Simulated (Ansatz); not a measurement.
# LiF: a vibration from a frozen displacement

Method: DFT r2SCAN, scalar-relativistic, plane waves, PAW (Ansatz). The runs took a 500 eV cutoff, a Γ-centred 10×10×10 mesh and Gaussian smearing (0.05 eV). No spin polarisation. Energies are free energies at this smearing, counted from the undisturbed cell; pressure is positive in compression.

Reference structure (as given, not relaxed at this level; it stands at -2.1 GPa):

```yaml
crystal:
  lattice:
    - [0.00000, 2.01400, 2.01400]
    - [2.01400, 0.00000, 2.01400]
    - [2.01400, 2.01400, 0.00000]
  atoms:
    - { symbol: Li, position: [0.00000, 0.00000, 0.00000] }
    - { symbol: F, position: [0.50000, 0.50000, 0.50000] }
```

Every Li atom is moved by x along the Cartesian unit vector (0.000, -0.707, -0.707); the cell and all other atoms stay fixed. The cell's volume is 16.34 Å³; the moved atoms weigh 6.940 u together and the others 18.998 u. Some rows repeat others by symmetry and weren't run.

```
  x (Å)  ΔE (meV/cell) total force on the moved atoms along the move (eV/Å) pressure (GPa)
-0.1000           8.22                                                0.1666         -1.6529
-0.0875           6.28                                                0.1450         -1.7488
-0.0750           4.60                                                0.1236         -1.8319
-0.0625           3.19                                                0.1025         -1.9023
-0.0500           2.04                                                0.0817         -1.9598
-0.0375           1.14                                                0.0611         -2.0043
-0.0250           0.51                                                0.0406         -2.0361
-0.0125           0.13                                                0.0202         -2.0554
 0.0000           0.00                                                0.0000         -2.0618
 0.0125           0.13                                               -0.0202         -2.0554
 0.0250           0.51                                               -0.0406         -2.0361
 0.0375           1.14                                               -0.0611         -2.0043
 0.0500           2.04                                               -0.0817         -1.9598
 0.0625           3.19                                               -0.1025         -1.9023
 0.0750           4.60                                               -0.1236         -1.8319
 0.0875           6.28                                               -0.1450         -1.7488
 0.1000           8.22                                               -0.1666         -1.6529
```

Question: What frequency belongs to this motion?

Answer: The force constant is k = −dF/dx = 1.618 eV/Å², from the parabola through x = -0.0125, 0 and 0.0125. In every cell the moved atoms swing against the rest, so the mass is μ = m₁m₂/(m₁ + m₂) = 5.083 u, and ν̃ = 521.5 cm⁻¹ × √(|k|/μ) = 294 cm⁻¹, at this cell's pressure of -2.1 GPa. To first order in x, and within 1 %, the force on every atom lies along the move and, within each of the two groups, in proportion to the atom's mass, so this is itself a mode at the zone centre of this cell, taken without macroscopic field (the transverse frequency in a polar insulator).

Question: How far does the harmonic law reach?

Answer: At x = -0.100 Å, kx²/2 = 8.09 meV against the computed 8.22 meV (+1.6 %): the well is still close to harmonic there.